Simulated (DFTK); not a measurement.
The system is W.

```
W
1.0
    -1.58234    1.58234    1.58234
     1.58234   -1.58234    1.58234
     1.58234    1.58234   -1.58234
W
1
Direct
  0.00000 0.00000 0.00000
```

| Property | Result |
| --- | --- |
| Program | DFTK 0.8.2 |
| Task | single point |
| Functional | PBEsol |
| Potentials or basis | dojo.nc.sr.pbesol.v0_4_1.standard.upf (PBEsol) |
| Cutoff | 1007 eV |
| k mesh | 12 × 12 × 12 |
| Occupations | fermi-dirac, width 0.05 eV |
| Spin | no spin polarisation |

On this cell: pressure -2.8 GPa; band gap on the k mesh none (metal or under the smearing width).

The same run follows on a disturbed copy (cell strained at random at fixed volume):

```
CELL_PARAMETERS angstrom
-1.54480 1.61508 1.63102
1.57115 -1.54525 1.58754
1.54570 1.54614 -1.56120
ATOMIC_POSITIONS crystal
W 0.01093 0.00770 0.02297
```

Question: What does the disturbed cell give?

Answer: The energy (extrapolated to zero smearing) moves by +22.1 meV/atom; pressure -2.6 GPa; band gap on the k mesh none (metal or under the smearing width).

Stress tensor (GPa, compression positive):
```
 3.02  0.60 -2.03
 0.60 -2.70 -5.94
-2.03 -5.94 -8.09
```
